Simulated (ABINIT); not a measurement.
# Cu (Fm-3m) in ABINIT: equation of state

Aim: energy against volume of Cu in PBE, for its equilibrium volume and stiffness.

All numbers are computed with ABINIT 10.8.3 (patched build); they aren't measurements. Logs are shortened: lines on timing, memory, paths and dates and some standing lists are left out, and cuts for length are marked. The log counts tension as positive stress, the text compression.

**1. Starting point**

The structure is cubic, space group Fm-3m (No. 225). The conventional cell has a = 3.615 Å, b = 3.615 Å, c = 3.615 Å, α = 90.00°, β = 90.00°, γ = 90.00°. Cu (site symmetry m-3m) is surrounded by 12 Cu at 2.56 Å.

**2. Equation of state, PBE**

Input file run.abi:

```
# Datasets: one volume each
ndtset 7
getwfk -1
scalecart1 3*0.9795861087
scalecart2 3*0.9864848297
scalecart3 3*0.9932883884
scalecart4 3*1.0000000000
scalecart5 3*1.0066227096
scalecart6 3*1.0131594038
scalecart7 3*1.0196128224

# Pseudopotentials
pp_dirpath "./"
pseudos "Cu.GGA_PBE-JTH.xml"

# Structure
acell 2.556191014 2.556191014 2.556191014 Angstrom
rprim
     0.0000000000     0.7071067812     0.7071067812
     0.7071067812     0.0000000000     0.7071067812
     0.7071067812     0.7071067812     0.0000000000
ntypat 1
znucl 29
natom 1
typat 1
xred
     0.0000000000     0.0000000000     0.0000000000

# Plane-wave basis
ecut 20.0
pawecutdg 40.0

# k points
kptopt 1
ngkpt 13 13 13
nshiftk 1
shiftk 0.0 0.0 0.0

# Exchange and correlation
ixc 11

# Bands and occupations
nband 14
occopt 3
tsmear 0.05 eV

# SCF cycle
nstep 100
tolvrs 1.0e-9

# Output
iomode 3
prtwf 1
prtden 0
prteig 0
prtebands 0
enunit 2
```

Potentials or basis: JTH PAW PBE v2.0.

The run is started by

```sh
> abinit run.abi > log 2>&1
```

run.abo:

```text
.Version 10.8.3 of ABINIT
 DATASET    1 : space group Fm -3 m (#225); Bravais cF (face-center cubic)
================================================================================
 Values of the parameters that define the memory need for DATASET  1.
     intxc =       0    ionmov =       0      iscf =      17    lmnmax =      18
     lnmax =       6     mgfft =      20  mpssoang =       3    mqgrid =    3001
     natom =       1  nloc_mem =       2    nspden =       1   nspinor =       1
    nsppol =       1      nsym =      48    n1xccc =       1    ntypat =       1
    occopt =       3   xclevel =       2
       mpw =         328          nfft =        8000          nkpt =          84
 PAW method is used; the additional fine FFT grid is defined by:
   mgfftf=        30    nfftf =     27000
================================================================================
================================================================================
[... 71 lines left out ...]
 DATASET    7 : space group Fm -3 m (#225); Bravais cF (face-center cubic)
================================================================================
 Values of the parameters that define the memory need for DATASET  7.
     intxc =       0    ionmov =       0      iscf =      17    lmnmax =      18
     lnmax =       6     mgfft =      20  mpssoang =       3    mqgrid =    3001
     natom =       1  nloc_mem =       2    nspden =       1   nspinor =       1
    nsppol =       1      nsym =      48    n1xccc =       1    ntypat =       1
    occopt =       3   xclevel =       2
       mpw =         373          nfft =        8000          nkpt =          84
 PAW method is used; the additional fine FFT grid is defined by:
   mgfftf=        30    nfftf =     27000
================================================================================
================================================================================

--------------------------------------------------------------------------------
------------- Echo of variables that govern the present computation ------------
--------------------------------------------------------------------------------
 -outvars: echo values of preprocessed input variables --------
            acell      4.8305009420E+00  4.8305009420E+00  4.8305009420E+00 Bohr
              amu      6.35460000E+01
             ecut      2.00000000E+01 Hartree
           enunit           2
           getwfk          -1
                       outvar_i_n : Printing only first  50 k-points.
              ixc          11
           jdtset        1    2    3    4    5    6    7
                       outvar_i_n : Printing only first  50 k-points.
         kptrlatt       13    0    0      0   13    0      0    0   13
          kptrlen1     6.15145911E+01
          kptrlen2     6.19478067E+01
          kptrlen3     6.23750464E+01
          kptrlen4     6.27965122E+01
          kptrlen5     6.32123953E+01
          kptrlen6     6.36228769E+01
          kptrlen7     6.40281291E+01
            natom           1
            nband          14
           ndtset           7
            ngfft          20      20      20
          ngfftdg          30      30      30
             nkpt          84
            nstep         100
             nsym          48
           ntypat           1
                       prtocc : prtvol=0, do not print more k-points.
           occopt           3
        pawecutdg      4.00000000E+01 Hartree
         pawxcdev           0
           prtden           0
        prtebands           0
           prteig           0
            rprim1     0.0000000000E+00  6.9267198023E-01  6.9267198023E-01
                       6.9267198023E-01  0.0000000000E+00  6.9267198023E-01
                       6.9267198023E-01  6.9267198023E-01  0.0000000000E+00
            rprim2     0.0000000000E+00  6.9755011263E-01  6.9755011263E-01
                       6.9755011263E-01  0.0000000000E+00  6.9755011263E-01
                       6.9755011263E-01  6.9755011263E-01  0.0000000000E+00
            rprim3     0.0000000000E+00  7.0236095512E-01  7.0236095512E-01
                       7.0236095512E-01  0.0000000000E+00  7.0236095512E-01
                       7.0236095512E-01  7.0236095512E-01  0.0000000000E+00
            rprim4     0.0000000000E+00  7.0710678120E-01  7.0710678120E-01
                       7.0710678120E-01  0.0000000000E+00  7.0710678120E-01
                       7.0710678120E-01  7.0710678120E-01  0.0000000000E+00
            rprim5     0.0000000000E+00  7.1178974407E-01  7.1178974407E-01
                       7.1178974407E-01  0.0000000000E+00  7.1178974407E-01
                       7.1178974407E-01  7.1178974407E-01  0.0000000000E+00
            rprim6     0.0000000000E+00  7.1641188486E-01  7.1641188486E-01
                       7.1641188486E-01  0.0000000000E+00  7.1641188486E-01
                       7.1641188486E-01  7.1641188486E-01  0.0000000000E+00
            rprim7     0.0000000000E+00  7.2097514092E-01  7.2097514092E-01
                       7.2097514092E-01  0.0000000000E+00  7.2097514092E-01
                       7.2097514092E-01  7.2097514092E-01  0.0000000000E+00
          spgroup         225
           tolvrs      1.00000000E-09
           tsmear      1.83746611E-03 Hartree
            typat      1
           useylm           1
                       outvars : Printing only first  50 k-points.
            znucl       29.00000

================================================================================

 chkinp: Checking input parameters for consistency, jdtset=   1.

 chkinp: Checking input parameters for consistency, jdtset=   2.

 chkinp: Checking input parameters for consistency, jdtset=   3.

 chkinp: Checking input parameters for consistency, jdtset=   4.
[... 31 lines left out ...]
 getcut: wavevector=  0.0000  0.0000  0.0000  ngfft=  20  20  20
         ecut(hartree)=     20.000   => boxcut(ratio)=   2.09950

 Fine grid specifications (used for densities):

 getcut: wavevector=  0.0000  0.0000  0.0000  ngfft=  30  30  30
         ecut(hartree)=     40.000   => boxcut(ratio)=   2.22932

 getcut : COMMENT -
  Note that boxcut > 2.2 ; recall that boxcut=Gcut(box)/Gcut(sphere) = 2
  is sufficient for exact treatment of convolution.
  Such a large boxcut is a waste : you could raise ecut
  e.g. ecut=   49.698893 Hartrees makes boxcut=2

--- Pseudopotential description ------------------------------------------------
- pspini: atom type   1  psp file is ./Cu.GGA_PBE-JTH.xml
 Pseudopotential format is: paw10
 basis_size (lnmax)=  6 (lmn_size= 18), orbitals=   0   0   1   1   2   2
 Spheres core radius: rc_sph= 2.00090475
 Shapefunction is SIN type: shapef(r)=[sin(pi*r/rshp)/(pi*r/rshp)]**2
 Radius for shape functions =  1.80603571
 Compensation charge density is not taken into account in XC energy/potential

   7.07019918E+02                                ecore*ucvol(ha*bohr**3)
--------------------------------------------------------------------------------

[... 7 lines left out ...]

     iter   Etot(hartree)      deltaE(h)  residm     nres2
 ETOT  1  -194.91129267541    -1.949E+02 4.735E+01 1.568E+01
 ETOT  2  -198.20424128094    -3.293E+00 2.968E-01 1.013E+02
 ETOT  3  -198.01962901127     1.846E-01 1.430E-01 1.904E+01
 ETOT  4  -197.96595670136     5.367E-02 2.064E-01 1.146E+00
 ETOT  5  -197.96258611931     3.371E-03 4.105E-03 3.817E-01
 ETOT  6  -197.96193614510     6.500E-04 1.567E-03 2.241E-01
 ETOT  7  -197.96104493452     8.912E-04 5.840E-04 5.920E-04
 ETOT  8  -197.96104974050    -4.806E-06 1.158E-04 3.969E-04
 ETOT  9  -197.96105137606    -1.636E-06 6.081E-05 9.787E-04
 ETOT 10  -197.96105021606     1.160E-06 8.028E-05 1.440E-04
 ETOT 11  -197.96105007765     1.384E-07 1.751E-05 1.582E-04
[... 165 lines left out ...]
 getcut: wavevector=  0.0000  0.0000  0.0000  ngfft=  20  20  20
         ecut(hartree)=     20.000   => boxcut(ratio)=   2.08481

 Fine grid specifications (used for densities):

 getcut: wavevector=  0.0000  0.0000  0.0000  ngfft=  30  30  30
         ecut(hartree)=     40.000   => boxcut(ratio)=   2.21373

 getcut : COMMENT -
  Note that boxcut > 2.2 ; recall that boxcut=Gcut(box)/Gcut(sphere) = 2
  is sufficient for exact treatment of convolution.
  Such a large boxcut is a waste : you could raise ecut
  e.g. ecut=   49.006212 Hartrees makes boxcut=2

--------------------------------------------------------------------------------

-inwffil : will read wavefunctions from disk file runo_DS1_WFK.nc

================================================================================

--- !BeginCycle
iteration_state: {dtset: 2, }
solver: {iscf: 17, nstep: 100, nline: 4, wfoptalg: 10, }
tolerances: {tolvrs: 1.00E-09, }
...
[... 1075 lines left out ...]
 Cartesian components of stress tensor (hartree/bohr^3)
  sigma(1 1)=  3.55496704E-04  sigma(3 2)=  0.00000000E+00
  sigma(2 2)=  3.55496704E-04  sigma(3 1)=  0.00000000E+00
  sigma(3 3)=  3.55496704E-04  sigma(2 1)=  0.00000000E+00

-Cartesian components of stress tensor (GPa)         [Pressure= -1.0459E+01 GPa]
- sigma(1 1)=  1.04590741E+01  sigma(3 2)=  0.00000000E+00
- sigma(2 2)=  1.04590741E+01  sigma(3 1)=  0.00000000E+00
- sigma(3 3)=  1.04590741E+01  sigma(2 1)=  0.00000000E+00

== END DATASET(S) ==============================================================
================================================================================

 -outvars: echo values of variables after computation  --------
            acell      4.8305009420E+00  4.8305009420E+00  4.8305009420E+00 Bohr
           etotal1    -1.9796105027E+02
           etotal2    -1.9796160075E+02
           etotal3    -1.9796198183E+02
           etotal4    -1.9796215246E+02
           etotal5    -1.9796216595E+02
           etotal6    -1.9796202308E+02
           etotal7    -1.9796177887E+02
            fcart1    -0.0000000000E+00 -0.0000000000E+00 -0.0000000000E+00
            fcart2    -0.0000000000E+00 -0.0000000000E+00 -0.0000000000E+00
            fcart3    -0.0000000000E+00 -0.0000000000E+00 -0.0000000000E+00
            fcart4    -0.0000000000E+00 -0.0000000000E+00 -0.0000000000E+00
            fcart5    -0.0000000000E+00 -0.0000000000E+00 -0.0000000000E+00
            fcart6    -0.0000000000E+00 -0.0000000000E+00 -0.0000000000E+00
            fcart7    -0.0000000000E+00 -0.0000000000E+00 -0.0000000000E+00
            rprim1     0.0000000000E+00  6.9267198023E-01  6.9267198023E-01
                       6.9267198023E-01  0.0000000000E+00  6.9267198023E-01
                       6.9267198023E-01  6.9267198023E-01  0.0000000000E+00
            rprim2     0.0000000000E+00  6.9755011263E-01  6.9755011263E-01
                       6.9755011263E-01  0.0000000000E+00  6.9755011263E-01
                       6.9755011263E-01  6.9755011263E-01  0.0000000000E+00
            rprim3     0.0000000000E+00  7.0236095512E-01  7.0236095512E-01
                       7.0236095512E-01  0.0000000000E+00  7.0236095512E-01
[... 9 lines left out ...]
                       7.1641188486E-01  7.1641188486E-01  0.0000000000E+00
            rprim7     0.0000000000E+00  7.2097514092E-01  7.2097514092E-01
                       7.2097514092E-01  0.0000000000E+00  7.2097514092E-01
                       7.2097514092E-01  7.2097514092E-01  0.0000000000E+00
           strten1    -2.4821835144E-04 -2.4821835144E-04 -2.4821835144E-04
                       0.0000000000E+00  0.0000000000E+00  0.0000000000E+00
           strten2    -1.1628053515E-04 -1.1628053515E-04 -1.1628053515E-04
                       0.0000000000E+00  0.0000000000E+00  0.0000000000E+00
           strten3     3.3062814526E-07  3.3062814531E-07  3.3062814522E-07
                       0.0000000000E+00  0.0000000000E+00  0.0000000000E+00
           strten4     1.0563912973E-04  1.0563912973E-04  1.0563912973E-04
                       0.0000000000E+00  0.0000000000E+00  0.0000000000E+00
           strten5     2.0030393751E-04  2.0030393751E-04  2.0030393751E-04
                       0.0000000000E+00  0.0000000000E+00  0.0000000000E+00
           strten6     2.8330410628E-04  2.8330410628E-04  2.8330410628E-04
                       0.0000000000E+00  0.0000000000E+00  0.0000000000E+00
           strten7     3.5549670352E-04  3.5549670352E-04  3.5549670352E-04
                       0.0000000000E+00  0.0000000000E+00  0.0000000000E+00
 Calculation completed.
```

It took 2.5 min on 1 thread of Intel Xeon Platinum 8175M at 2.50GHz (Skylake/Cascade Lake), shared host; peak memory 0.13 GiB.

Results:

```
Equilibrium volume                      : 11.95 Å³/atom
Bulk modulus                            : 141 GPa
Pressure derivative of the bulk modulus : 5.1 (rough: it moves with the points fitted)
```

Energy against volume, from the lowest point:
| volume (Å³/atom) | energy (meV/atom) |
| --- | --- |
| 11.102 | 30.36 |
| 11.338 | 15.38 |
| 11.574 | 5.01 |
| 11.810 | 0.37 |
| 12.047 | 0.00 |
| 12.283 | 3.89 |
| 12.519 | 10.53 |

Caveat: the cutoff is too short for stress, so the log's stress isn't used; pressures at fixed basis lie under the slope of the energies. Zero-point motion and thermal expansion aren't in these numbers.
